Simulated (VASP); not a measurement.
# Ag (Fm-3m) in VASP: single point with PBEsol

Aim: the single point of Ag with PBEsol.

All numbers are computed with VASP 6.6.1; they aren't measurements. Logs are shortened: lines on timing, memory, paths and dates and some standing lists are left out, and cuts for length are marked.

## 1. The crystal as given

The structure is cubic, space group Fm-3m (No. 225). Conventional cell: a = 4.052 Å, b = 4.052 Å, c = 4.052 Å, α = 90.00°, β = 90.00°, γ = 90.00°. Around Ag (site symmetry m-3m) lie 12 Ag at 2.86 Å.

## 2. Single point, PBEsol

File INCAR:

```
ALGO = Fast
EDIFF = 1E-7
ENCUT = 520
GGA = PS
ICORELEVEL = 1
ISIF = 2
ISMEAR = 1
LASPH = True
LCHARG = False
LREAL = False
LWAVE = False
NELM = 80
PREC = Accurate
SIGMA = 0.1
```

File KPOINTS:

```
k-points
0
Gamma
  13 13 26
```

File POSCAR:

```
Ag
1.0
    2.8648615100      0.0000000000      0.0000000000
    0.0000000000      2.8648615100      0.0000000000
    1.4324307500      1.4324307500      2.0257630000
Ag
1
Direct
    0.0000000000      0.0000000000      0.0000000000
```

Potentials or basis: VASP PAW PBE potentials, release 64 (Ag).

Run with:

```bash
$ cat potpaw_PBE.64/Ag/POTCAR > POTCAR
$ mpirun -np 1 vasp_std > vasp.out
```

OUTCAR:

```text
EDIFF = 1E-7
   ENCUT = 520
   GGA = PS
   ISIF = 2
   ISMEAR = 1
   LASPH = True
   LREAL = False
   NELM = 80
   PREC = Accurate

 ion  position               nearest neighbor table
   1  0.000  0.000  0.000-

  LATTYP: Found a face centered cubic cell.
 ALAT       =     4.0515259938

  Lattice vectors:

 A1 = (   1.4324307500,   1.4324307500,   2.0257630000)
 A2 = (   1.4324307500,  -1.4324307600,   2.0257630000)
 A3 = (   2.8648615100,   0.0000000000,   0.0000000000)

Analysis of symmetry for initial positions (statically):
=====================================================================
 Subroutine PRICEL returns:
 Original cell was already a primitive cell.

 Routine SETGRP: Setting up the symmetry group for a
 face centered cubic supercell.

 Subroutine GETGRP returns: Found 48 space group operations
 (whereof 48 operations were pure point group operations)
 out of a pool of 48 trial point group operations.

The static configuration has the point symmetry O_h .

Analysis of symmetry for dynamics (positions and initial velocities):
=====================================================================
 Subroutine PRICEL returns:
 Original cell was already a primitive cell.

 Routine SETGRP: Setting up the symmetry group for a
 face centered cubic supercell.

 Subroutine GETGRP returns: Found 48 space group operations
 (whereof 48 operations were pure point group operations)
 out of a pool of 48 trial point group operations.

The dynamic configuration has the point symmetry O_h .

 Subroutine INISYM returns: Found 48 space group operations
 (whereof 48 operations are pure point group operations),
 and found     1 'primitive' translations

----------------------------------------------------------------------------------------

                                     Primitive cell

  volume of cell :      16.6263

  direct lattice vectors                    reciprocal lattice vectors
     2.864861510  0.000000000  0.000000000     0.349057013  0.000000000 -0.246820580
     0.000000000  2.864861510  0.000000000     0.000000000  0.349057013 -0.246820580
     1.432430750  1.432430750  2.025763000     0.000000000  0.000000000  0.493641161

  length of vectors
     2.864861510  2.864861510  2.864861504     0.427505785  0.427505785  0.493641161

  position of ions in fractional coordinates (direct lattice)
     0.000000000  0.000000000  0.000000000

  ion indices of the primitive-cell ions
   primitive index   ion index
                 1           1

----------------------------------------------------------------------------------------

 KPOINTS: k-points

Automatic generation of k-mesh.
 Grid dimensions read from file:
 generate k-points for:   13   13   26

 Generating k-lattice:

  Cartesian coordinates                     Fractional coordinates (reciprocal lattice)
     0.026850539  0.000000000 -0.018986198     0.076923077  0.000000000  0.000000000
     0.000000000  0.026850539 -0.018986198     0.000000000  0.076923077  0.000000000
     0.000000000  0.000000000  0.018986199     0.000000000  0.000000000  0.038461538

  Length of vectors
     0.032885060  0.032885060  0.018986199

  Shift w.r.t. Gamma in fractional coordinates (k-lattice)
     0.000000000  0.000000000  0.000000000

 -----------------------------------------------------------------------------
|                                                                             |
|           W    W    AA    RRRRR   N    N  II  N    N   GGGG   !!!           |
|           W    W   A  A   R    R  NN   N  II  NN   N  G    G  !!!           |
|           W    W  A    A  R    R  N N  N  II  N N  N  G       !!!           |
|           W WW W  AAAAAA  RRRRR   N  N N  II  N  N N  G  GGG   !            |
|           WW  WW  A    A  R   R   N   NN  II  N   NN  G    G                |
|           W    W  A    A  R    R  N    N  II  N    N   GGGG   !!!           |
|                                                                             |
|     Your reciprocal lattice and k-lattice belong to different lattice       |
|     classes:                                                                |
|                                                                             |
|        The reciprocal lattice is body-centered cubic,                       |
|        whereas your k-lattice is simple tetragonal.                         |
|                                                                             |
|     Results are often still useful ...                                      |
|                                                                             |
 -----------------------------------------------------------------------------

 WARNING: IBZKPT: internal override: KBLOWUP is changed to .FALSE.
      ... skipping the blow-up phase ...

 Subroutine IBZKPT returns following result:
 ===========================================

 Found    280 irreducible k-points:

 Following reciprocal coordinates:
            Coordinates               Weight
  0.000000  0.000000  0.000000      1.000000
  0.076923  0.000000  0.000000      8.000000
  0.153846  0.000000  0.000000      8.000000
  0.230769  0.000000  0.000000      8.000000
  0.307692  0.000000  0.000000      8.000000
  0.384615  0.000000  0.000000      8.000000
[... 16 lines left out ...]
  0.384615  0.153846  0.000000     24.000000
  0.461538  0.153846  0.000000     24.000000
 [... further k-points ...]
   k-points           NKPTS =    280   k-points in BZ     NKDIM =    280   number of bands    NBANDS=      9
   number of dos      NEDOS =    301   number of ions     NIONS =      1
   total plane-waves  NPLWV =  13824
   dimension x,y,z NGX =    24 NGY =   24 NGZ =   24
   dimension x,y,z NGXF=    48 NGYF=   48 NGZF=   48
   ions per type =               1
   NGX,Y,Z   is equivalent  to a cutoff of  13.93, 13.93, 13.93 a.u.
   NGXF,Y,Z  is equivalent  to a cutoff of  27.85, 27.85, 27.85 a.u.
 SYSTEM =  unknown system
   PREC   = accura    normal or accurate (medium, high low for compatibility)
   ISTART =      0    job   : 0-new  1-cont  2-samecut
   ICHARG =      2    charge: 1-file 2-atom 10-const
   ISPIN  =      1    spin polarized calculation?
   LNONCOLLINEAR =      F non collinear calculations
   LSORBIT =      F    spin-orbit coupling
   LASPH  =      T    aspherical Exc in radial PAW
   ENCUT  =  520.0 eV  38.22 Ry    6.18 a.u.   5.33  5.33  5.33*2*pi/ulx,y,z
   NELM   =     80;   NELMIN=  2; NELMDL= -5     # of ELM steps
   EDIFF  = 0.1E-06   stopping-criterion for ELM
   LREAL  =      F    real-space projection
   EDIFFG = 0.1E-05   stopping-criterion for IOM
   NSW    =      0    number of steps for IOM
   IBRION =     -1    ionic relax: 0-MD 1-quasi-New 2-CG
   NFREE  =      0    steps in history (QN), initial steepest desc. (CG)
   ISIF   =      2    stress and relaxation
   ISYM   =      2    0-nonsym 1-usesym 2-fastsym
   POTIM  = 0.5000    time-step for ionic-motion
   TEBEG  =    0.0;   TEEND  =   0.0 temperature during run
   PSTRESS=    0.0 pullay stress
   NELECT =      11.0000    total number of electrons
   NUPDOWN=      -1.0000    fix difference up-down
   EMIN   =  10.00;   EMAX   =-10.00  energy-range for DOS
   EFERMI =   0.00;   METHOD = LEGACY
   ISMEAR =     1;   SIGMA  =   0.10  broadening in eV -4-tet -1-fermi 0-gaus
   EFERMI_NEDOS =   21; number of points for ismear=-14 and -15
   IALGO  =     68    algorithm
   IMIX   =      4    mixing-type and parameters
     AMIX     =   0.40;   BMIX     =  1.00
     AMIX_MAG =   1.60;   BMIX_MAG =  1.00
  volume/ion in A,a.u.               =      16.63       112.20
  Fermi-wavevector in a.u.,A,eV,Ry     =   1.426507  2.695706 27.686779  2.034921
  Thomas-Fermi vector in A             =   2.546776
   LORBIT       =      0    0 simple, 1 ext, 2 COOP (PROOUT), +10 PAW based schemes
   GGA     = PS    functional components
   LHFCALC =     F    Hartree Fock is set to
   AEXX    =    0.0000 exact exchange contribution
   IVDW    =     0    specifies the selected vdW correction
   LEPSILON=     F    determine dielectric tensor
   LRPA    =     F    only Hartree local field effects (RPA)
 non-spin polarized calculation
 RMM-DIIS sequential band-by-band and
 Methfessel and Paxton  Order N= 1 SIGMA  =   0.10
  energy-cutoff  :      520.00
  volume of cell :       16.63
 maximum number of plane-waves:       460
 NGX is ok and might be reduce to    24
   NGX = 11   NGY = 11   NGZ = 11

 number of electron      11.0000001 magnetization

 Free energy of the ion-electron system (eV)
  ---------------------------------------------------
  ext. energy  EPLUGINS =         0.00000000
  ---------------------------------------------------
  free energy    TOTEN  =        -3.31100279 eV

  energy without entropy =       -3.31139436  energy(sigma->0) =       -3.31113331

 the core state eigenenergies are
   1-  1s -25313.9739  2s  -3717.6490  2p  -3333.1552  3s   -672.4751  3p   -546.2420
       3d   -347.3345  4s    -83.5611  4p    -46.9968

 E-fermi :   8.6904     XC(G=0): -12.5636

 val. band max:        8.5879501675   @ k =  -0.4615   0.1538   0.0385
 cond. band min:       8.7235360559   @ k =  -0.0769  -0.2308   0.1923
 fundamental gap:      0.1355858884
 Fermi energy:         8.6904227199

 k-point     1 :       0.0000    0.0000    0.0000
  band No.  band energies     occupation
      1       0.5672      2.00000
      2       3.7193      2.00000
      3       3.7193      2.00000
      4       3.7193      2.00000
      5       4.8135      2.00000
      6       4.8135      2.00000
      7      24.6240      0.00000
      8      28.3458      0.00000
      9      28.3458      0.00000

 k-point     2 :       0.0769    0.0000    0.0000
  band No.  band energies     occupation
      1       0.7552      2.00000
      2       3.6750      2.00000
      3       3.7720      2.00000
      4       3.7720      2.00000
      5       4.7936      2.00000
      6       4.7936      2.00000
      7      24.6549      0.00000
      8      26.9270      0.00000
      9      28.4370      0.00000

 k-point     3 :       0.1538    0.0000    0.0000
  band No.  band energies     occupation
      1       1.2740      2.00000
      2       3.6039      2.00000
      3       3.8867      2.00000
      4       3.8867      2.00000
      5       4.7775      2.00000
      6       4.7775      2.00000
      7      23.4698      0.00000
      8      25.6024      0.00000
      9      28.6197      0.00000

 k-point     4 :       0.2308    0.0000    0.0000
  band No.  band energies     occupation
      1       1.8908      2.00000
      2       3.7763      2.00000
      3       3.9381      2.00000
      4       3.9381      2.00000
      5       4.8857      2.00000
      6       4.8857      2.00000
      7      20.6313      0.00000
      8      25.3649      0.00000
      9      28.5983      0.00000

 k-point     5 :       0.3077    0.0000    0.0000
  band No.  band energies     occupation
      1       2.1426      2.00000
      2       3.8711      2.00000
      3       3.8711      2.00000
      4       4.6811      2.00000
      5       5.1508      2.00000
      6       5.1508      2.00000
      7      17.6503      0.00000
      8      24.8203      0.00000
      9      28.0474      0.00000

 k-point     6 :       0.3846    0.0000    0.0000
  band No.  band energies     occupation
      1       2.1038      2.00000
      2       3.7703      2.00000
      3       3.7703      2.00000
      4       5.4410      2.00000
      5       5.4410      2.00000
      6       6.2044      2.00000
      7      14.8560      0.00000
      8      24.2422      0.00000
      9      27.2489      0.00000
[... 169 lines left out ...]
 k-point    21 :       0.2308    0.1538    0.0000
  band No.  band energies     occupation
      1       2.6559      2.00000
      2       3.4769      2.00000
      3       3.9304      2.00000
      4       4.2097      2.00000
      5       4.6254      2.00000
      6       6.1993      2.00000
      7      19.1257      0.00000
      8      21.7502      0.00000
      9      26.8140      0.00000

 k-point    22 :       0.3077    0.1538    0.0000
  band No.  band energies     occupation
      1       2.5902      2.00000
      2       3.6021      2.00000
      3       4.0940      2.00000
      4       4.2474      2.00000
      5       5.0160      2.00000
      6       7.3352      2.00000
      7      16.2275      0.00000
      8      21.5717      0.00000
      9      25.7557      0.00000

 k-point    23 :       0.3846    0.1538    0.0000
  band No.  band energies     occupation
      1       2.4702      2.00000
      2       3.5023      2.00000
      3       4.0320      2.00000
      4       4.6009      2.00000
      5       5.3820      2.00000
      6       8.8544     -0.04244
      7      13.6426      0.00000
      8      21.7131      0.00000
      9      25.1727      0.00000

 k-point    24 :       0.4615    0.1538    0.0000
  band No.  band energies     occupation
      1       2.4086      2.00000
      2       3.4596      2.00000
      3       4.0392      2.00000
      4       4.6120      2.00000
      5       5.6227      2.00000
      6       9.6845     -0.00000
      7      12.4925      0.00000
      8      22.2091      0.00000
      9      24.7945      0.00000

 [... further k-points ...]

------------------------ aborting loop because EDIFF is reached ----------------------------------------

  FORCE on cell =-STRESS in cart. coord.  units (eV):
  Direction    XX          YY          ZZ          XY          YZ          ZX
  --------------------------------------------------------------------------------------
  -------------------------------------------------------------------------------------
  Total       -0.0146495     -0.0146495     -0.0146495      0.0000000      0.0000000      0.0000000
  in kB       -1.4116849     -1.4116849     -1.4116849      0.0000000      0.0000000      0.0000000
  external PRESSURE =      -1.4116849 kB  Pullay stress =       0.0000000 kB

 VOLUME and BASIS-vectors are now :
 -----------------------------------------------------------------------------
  energy-cutoff  :      520.00
  volume of cell :       16.63
      direct lattice vectors                 reciprocal lattice vectors
     2.864861510  0.000000000  0.000000000     0.349057013  0.000000000 -0.246820580
     0.000000000  2.864861510  0.000000000     0.000000000  0.349057013 -0.246820580
     1.432430750  1.432430750  2.025763000     0.000000000  0.000000000  0.493641161

 POSITION                                       TOTAL-FORCE (eV/Angst)
 -----------------------------------------------------------------------------------
      0.00000      0.00000      0.00000         0.000000      0.000000      0.000000
 -----------------------------------------------------------------------------------
    total drift:                                0.000000     -0.000000     -0.000000

  FREE ENERGIE OF THE ION-ELECTRON SYSTEM (eV)
  ---------------------------------------------------
  free  energy   TOTEN  =        -3.3110027896 eV

  energy  without entropy=       -3.3113943588  energy(sigma->0) =       -3.31113331
```

It took 39 s on 1 thread of Intel Xeon Platinum 8259CL at 2.50GHz (Skylake/Cascade Lake), shared host; peak memory 0.17 GiB.

What came out:

- Free energy: -3.3110 eV
- Pressure: -0.1 GPa
- Band gap on the k mesh: none (metal or under the smearing width)

Core levels (eV, on the scale of the bands):
| atom | levels |
| --- | --- |
| 1 Ag | 1s -25314.0, 2s -3717.6, 2p -3333.2, 3s -672.5, 3p -546.2, 3d -347.3, 4s -83.6, 4p -47.0 |

Caveat: the PAW data sets were made with another functional, which shifts forces and pressure a little.
